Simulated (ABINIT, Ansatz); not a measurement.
# BN (F-43m): a worked LO-TO splitting

How high does the longitudinal optical mode of BN (F-43m) lie, given the transverse one, the Born charge and ε∞?

Program: ABINIT 10.8.3. Level of theory: DFT LDA, scalar-relativistic, plane waves, PseudoDojo norm-conserving pseudopotentials. Results are calculated unless marked as measured.

## 1. The relaxed structure

Symmetry: F-43m, No. 216, cubic system. Conventional cell: a = 3.582 Å, b = 3.582 Å, c = 3.582 Å, α = 90.00°, β = 90.00°, γ = 90.00°. Nearest to B lie 4 N at 1.55 Å. Nearest to N lie 4 B at 1.55 Å. Farther neighbours and most contacts between anions are not listed.

As a file:

```xyz
2
Lattice="-1.7908 0.0000 1.7908 0.0000 1.7908 1.7908 -1.7908 1.7908 0.0000" Properties=species:S:1:pos:R:3 pbc="T T T"
B     0.0000    0.0000    0.0000
N    -2.6862    2.6862    2.6862
```

This is the cell after its relaxation at this level of theory, not the database cell from which that began.

## 2. What the response run gave

A linear-response run on the relaxed cell, with the response to an electric field; only its zone-centre results are used. Cutoff 51 Ha, k mesh 8×8×8 with shifts.

Numbers of over 12 decimals in the logs are rounded to 6 here.

Log:

```text
[banners, grids, parts of the stress and lines that vanish by symmetry left out]
- input  file    -> dfpt_gamma.abi
- output file    -> dfpt_gamma.abo
- root for input  files -> dfpt_gammai
[...]
DATASET    1 : space group F-4 3 m (#216); Bravais cF (face-center cubic)
[...]
nfft =       32768          nkpt =        1024
[...]
DATASET    2 : space group F-4 3 m (#216); Bravais cF (face-center cubic)
[...]
nfft =       32768          nkpt =        1024
[...]
== DATASET  1 ==================================================================
[...]
cutoff_energies: {ecut:  51.0, pawecutdg:  -1.0, }
[...]
-  7.00000   5.00000  180309                  znucl, zion, pspdat
[...]
Perturbation : derivative vs k along direction   1
[...]
-ETOT  1  -21.114916547019     -2.111E+01 4.034E+01 0.000E+00
 ETOT  2  -21.181475551785     -6.656E-02 2.500E+00 0.000E+00
 ETOT  3  -21.181941717756     -4.662E-04 2.410E-03 0.000E+00
 ETOT  4  -21.181946474588     -4.757E-06 1.850E-05 0.000E+00
 ETOT  5  -21.181946532665     -5.808E-08 9.654E-08 0.000E+00
[...]
At SCF step   13   max residual=  9.97E-21 < tolwfr=  1.00E-20 =>converged.
[...]
Perturbation : derivative vs k along direction   2
[...]
-ETOT  1  -21.114916546757     -2.111E+01 4.034E+01 0.000E+00
[...]
At SCF step   13   max residual=  9.97E-21 < tolwfr=  1.00E-20 =>converged.
[...]
Perturbation : derivative vs k along direction   3
[...]
-ETOT  1  -21.114916546495     -2.111E+01 4.034E+01 0.000E+00
[...]
At SCF step   13   max residual=  9.97E-21 < tolwfr=  1.00E-20 =>converged.
[...]
1        1       1.1229336297    0.0000000000
     1        2      -0.5614668149   -0.0000000000
     1        3      -0.5614668149   -0.0000000000
     2        1      -0.5614668149   -0.0000000000
     2        2       1.1229336297    0.0000000000
     2        3       0.5614668149    0.0000000000
     3        1      -0.5614668149   -0.0000000000
     3        2       0.5614668149    0.0000000000
     3        3       1.1229336297    0.0000000000
[...]
== DATASET  2 ==================================================================
[...]
cutoff_energies: {ecut:  51.0, pawecutdg:  -1.0, }
[...]
Perturbation : displacement of atom   1   along direction   1
[...]
-ETOT  1   6.297497     -1.336E+02 7.385E-01 7.865E+02
[...]
At SCF step    9       vres2   =  2.89E-12 < tolvrs=  1.00E-10 =>converged.
[...]
At SCF step    8       vres2   =  2.26E-12 < tolvrs=  1.00E-10 =>converged.
[...]
-ETOT  1   1.616457     -9.105E+00 2.197E+01 1.994E+03
[...]
ETOT  7   1.270264     -2.136E-11 6.420E-12 5.020E-10
 ETOT  8   1.270264     -3.375E-13 1.651E-13 2.196E-12
 At SCF step    8       vres2   =  2.20E-12 < tolvrs=  1.00E-10 =>converged.
[...]
Dielectric tensor, in cartesian coordinates,
[...]
1    4   1    4         4.5067380411        -0.0000000000
   1    4   2    4        -0.0000000000        -0.0000000000
   1    4   3    4        -0.0000000000        -0.0000000000
   2    4   1    4        -0.0000000000        -0.0000000000
   2    4   2    4         4.5067380411        -0.0000000000
   2    4   3    4         0.0000000000        -0.0000000000
   3    4   1    4        -0.0000000000        -0.0000000000
   3    4   2    4         0.0000000000        -0.0000000000
   3    4   3    4         4.5067380411        -0.0000000000
  Effective charges, in cartesian coordinates,
[...]
1    1   1    4         1.8784900526         0.0000000000
   2    1   1    4         0.0000000000         0.0000000000
   3    1   1    4        -0.0000000000         0.0000000000
   1    2   1    4        -1.8784900861         0.0000000000
   2    2   1    4        -0.0000000000         0.0000000000
[...]
Effective charges, in cartesian coordinates,
[...]
Rigid-atom elastic tensor , in cartesian coordinates,
[...]
Rigid-atom proper piezoelectric tensor, in cartesian coordinates,
[...]
2    4   2    6        -0.0172803528         0.0000000000
   2    4   3    6         0.0000000000         0.0000000000
   3    4   1    5         0.0000000000         0.0000000000
   3    4   2    5         0.0000000000         0.0000000000
   3    4   3    5         0.0000000000         0.0000000000
   3    4   1    6         0.0000000000         0.0000000000
   3    4   2    6         0.0000000000         0.0000000000
   3    4   3    6        -0.0172803528         0.0000000000
  Phonon wavevector (reduced coordinates) :  0.00000  0.00000  0.00000
 Phonon energies in Hartree :
[...]
Phonon frequencies in cm-1    :
-  1.494984E+00  1.494984E+00  1.494984E+00  1.068317E+03  1.068317E+03
-  1.068317E+03
  Phonon at Gamma, with non-analyticity in the
[...]
Phonon energies in Hartree :
[...]
Phonon frequencies in cm-1    :
-  1.494984E+00  1.494984E+00  1.494984E+00  1.068317E+03  1.068317E+03
-  1.300400E+03
  Phonon at Gamma, with non-analyticity in the
[...]
Phonon energies in Hartree :
[...]
Phonon frequencies in cm-1    :
-  1.494984E+00  1.494984E+00  1.494984E+00  1.068317E+03  1.068317E+03
-  1.300400E+03
  Phonon at Gamma, with non-analyticity in the
[...]
Phonon energies in Hartree :
[...]
Phonon frequencies in cm-1    :
-  1.494984E+00  1.494984E+00  1.494984E+00  1.068317E+03  1.068317E+03
-  1.300400E+03
[...]
fcart2     0.0000000000E+00  0.0000000000E+00  0.0000000000E+00
           strten2     0.0000000000E+00  0.0000000000E+00  0.0000000000E+00
================================================================================
```

| quantity | value |
| --- | --- |
| cell volume Ω (Å³) | 11.486 |
| mass of B (u) | 10.810 |
| mass of N (u) | 14.007 |
| Born charge of B, raw (e) | 1.879 |
| Born charge of N, raw (e) | -1.879 |
| ε∞ | 4.507 |
| ω(TO) after the sum rule (cm⁻¹) | 1068.3 |

## 3. The calculation

The charges must sum to zero over the cell; taking off their mean, 0.000 e, leaves Z* = 1.879 e on B. In the polar mode B moves against N, so the reduced mass is μ = 10.81 × 14.01 / 24.82 = 6.101 u.

A longitudinal wave builds up a field that adds to the restoring force: ω(LO)² = ω(TO)² + 4π Z*² / (μ Ω ε∞), in Hartree atomic units. With μ = 11122 electron masses and Ω = 77.51 bohr³ the second term is 1.1413e-05 Ha², or 549773 cm⁻² (1 Ha = 219474.6 cm⁻¹).

So ω(LO) = √(1141308 + 549773) = 1300.4 cm⁻¹, and by the Lyddane-Sachs-Teller relation ε₀ = ε∞ (ω(LO)/ω(TO))² = 6.68.

## 4. Check against the program

The analysis program adds the same non-analytic term to the full matrix.

Log:

```text
[banners, grids, parts of the stress and lines that vanish by symmetry left out]
-outvars_anaddb: echo values of input variables ----------------------

 Flags :
[...]
Dielectric Tensor and Effective Charges
[...]
Effective charge tensors after
[...]
Phonon wavevector (reduced coordinates) :  0.00000  0.00000  0.00000
 Phonon energies in Hartree :
[...]
Phonon energies in meV     :
-  0.000000E+00  0.000000E+00  0.000000E+00  1.324543E+02  1.324543E+02
-  1.324543E+02
 Phonon frequencies in cm-1    :
-  0.000000E+00  0.000000E+00  0.000000E+00  1.068316E+03  1.068316E+03
-  1.068316E+03
 Phonon frequencies in Thz     :
-  0.000000E+00  0.000000E+00  0.000000E+00  3.202732E+01  3.202732E+01
-  3.202732E+01
 Phonon energies in Kelvin  :
-  0.000000E+00  0.000000E+00  0.000000E+00  1.537069E+03  1.537069E+03
-  1.537069E+03
[...]
-  1  0.00000000E+00 -5.75031643E-06 -4.70152226E-03
-     0.00000000E+00  0.00000000E+00  0.00000000E+00
-  2  0.00000000E+00 -5.75031672E-06 -4.70152250E-03
-     0.00000000E+00  0.00000000E+00  0.00000000E+00
[...]
-  1  6.86403948E-07 -4.70152221E-03  5.75031646E-06
-     0.00000000E+00  0.00000000E+00  0.00000000E+00
-  2  6.86403983E-07 -4.70152245E-03  5.75031675E-06
-     0.00000000E+00  0.00000000E+00  0.00000000E+00
[...]
-  1  4.70152573E-03  6.86404205E-07  0.00000000E+00
-     0.00000000E+00  0.00000000E+00  0.00000000E+00
-  2  4.70152596E-03  6.86404240E-07  0.00000000E+00
-     0.00000000E+00  0.00000000E+00  0.00000000E+00
[...]
-  1  3.10292158E-07 -1.11080511E-06  5.35148649E-03
-     0.00000000E+00  0.00000000E+00  0.00000000E+00
-  2 -2.39496725E-07  8.57366767E-07 -4.13050556E-03
-     0.00000000E+00  0.00000000E+00  0.00000000E+00
[...]
-  1  2.01152459E-07 -5.35148649E-03 -1.11081677E-06
-     0.00000000E+00  0.00000000E+00  0.00000000E+00
-  2 -1.55258049E-07  4.13050557E-03  8.57375770E-07
-     0.00000000E+00  0.00000000E+00  0.00000000E+00
[...]
-  1  5.35148660E-03  2.01216862E-07 -3.10250398E-07
-     0.00000000E+00  0.00000000E+00  0.00000000E+00
-  2 -4.13050565E-03 -1.55307758E-07  2.39464492E-07
-     0.00000000E+00  0.00000000E+00  0.00000000E+00
[...]
-     1         -0.000000     0.000000     0.000000     0.000000
-     2         -0.000000     0.000000    -0.000000     0.000000
-     3         -0.000000    -0.000000     0.000000     0.000000
-     4          0.000153    -0.000547     2.634831     2.634831
-     5          0.000099    -2.634831    -0.000547     2.634831
-     6          2.634831     0.000099    -0.000153     2.634831
[...]
-   1     Real    0.0000E+00  0.0000E+00  0.0000E+00  0.0000E+00  0.0000E+00  0.0000E+00  0.0000E+00
[...]
-     0.00000000E+00  0.00000000E+00  0.00000000E+00
-  2  0.00000000E+00  5.77163441E-06  4.70152247E-03
-     0.00000000E+00  0.00000000E+00  0.00000000E+00
[...]
Phonon at Gamma, with non-analyticity in the
[...]
Phonon energies in Hartree :
[...]
Phonon energies in meV     :
-  0.000000E+00  0.000000E+00  0.000000E+00  1.324543E+02  1.324543E+02
-  1.612289E+02
 Phonon frequencies in cm-1    :
-  0.000000E+00  0.000000E+00  0.000000E+00  1.068316E+03  1.068316E+03
-  1.300399E+03
 Phonon frequencies in Thz     :
-  0.000000E+00  0.000000E+00  0.000000E+00  3.202732E+01  3.202732E+01
-  3.898498E+01
 Phonon energies in Kelvin  :
-  0.000000E+00  0.000000E+00  0.000000E+00  1.537069E+03  1.537069E+03
-  1.870984E+03
[...]
Phonon at Gamma, with non-analyticity in the
[...]
Phonon energies in Hartree :
[...]
Phonon energies in meV     :
-  0.000000E+00  0.000000E+00  0.000000E+00  1.324543E+02  1.324543E+02
-  1.612289E+02
 Phonon frequencies in cm-1    :
-  0.000000E+00  0.000000E+00  0.000000E+00  1.068316E+03  1.068316E+03
-  1.300399E+03
 Phonon frequencies in Thz     :
-  0.000000E+00  0.000000E+00  0.000000E+00  3.202732E+01  3.202732E+01
-  3.898498E+01
 Phonon energies in Kelvin  :
-  0.000000E+00  0.000000E+00  0.000000E+00  1.537069E+03  1.537069E+03
-  1.870984E+03
[...]
-  1  1.16817700E-06 -4.70152253E-03 -5.41019463E-06
-     0.00000000E+00  0.00000000E+00  0.00000000E+00
-  2  1.16820280E-06 -4.70152274E-03 -5.41016916E-06
-     0.00000000E+00  0.00000000E+00  0.00000000E+00
[...]
-  1  4.70152535E-03  1.16628638E-06  1.66884101E-06
-     0.00000000E+00  0.00000000E+00  0.00000000E+00
-  2  4.70152556E-03  1.16626071E-06  1.66881536E-06
-     0.00000000E+00  0.00000000E+00  0.00000000E+00
[...]
-  1  1.05877891E-03  3.14191071E-03 -4.20068962E-03
-     0.00000000E+00  0.00000000E+00  0.00000000E+00
-  2 -8.17210732E-04 -2.42506072E-03  3.24227145E-03
-     0.00000000E+00  0.00000000E+00  0.00000000E+00
[...]
-  1  4.23925228E-03 -3.03655557E-03 -1.20269670E-03
-     0.00000000E+00  0.00000000E+00  0.00000000E+00
-  2 -3.27203575E-03  2.34374313E-03  9.28292621E-04
-     0.00000000E+00  0.00000000E+00  0.00000000E+00
[...]
Direction                     Dielectric constant
[...]
Elastic Tensor (clamped ion) (unit:10^2GP):
[...]
Elastic Tensor (relaxed ion) (unit:10^2GP):
[...]
Calculation of the tensor related to piezoelectric effetc
[...]
Proper piezoelectric constants (clamped ion) (unit:c/m^2)
[...]
Increase cutoff energy or k-points sampling.
[...]
Proper piezoelectric constants (relaxed ion) (unit:c/m^2)
[...]
-0.00000000     -0.69980302      0.00000000
     -0.00000000      0.00000000     -0.69980302
-
```

| quantity | by hand | program |
| --- | --- | --- |
| ω(LO) (cm⁻¹) | 1300.4 | 1300.4 |
| ε₀ | 6.68 | 6.68 |

## 5. Outcome

```json
{
 "TO mode": "1068 cm⁻¹",
 "LO mode": "1300 cm⁻¹",
 "static dielectric constant": "6.678"
}
```

In words: The LO mode of BN (F-43m) lies at 1300 cm⁻¹, 232 cm⁻¹ above the TO mode; the formula meets the program within 0.1 cm⁻¹, as it must for a cubic crystal with one polar mode. ω(LO)² − ω(TO)² goes with Z*²/ε∞: an error of 5 % in ε∞ would move the LO mode by 10.1 cm⁻¹, and semilocal functionals tend to overestimate ε∞. These are harmonic values at zero temperature, at the volume of this functional, for the structure held cubic; stability elsewhere in the zone is no part of this calculation.

[Host names and launcher messages were left out of these logs when they were recorded.]

[Logs are printed without paths, hosts, clocks, repeated set-up lines and the standing remarks that a program may print on its own settings, such as how far it seeks lower states.]

[Hosts, paths, dates, database ids (printed as entryN), source tags and the programs' standing remarks are cut or masked in the printed files.]
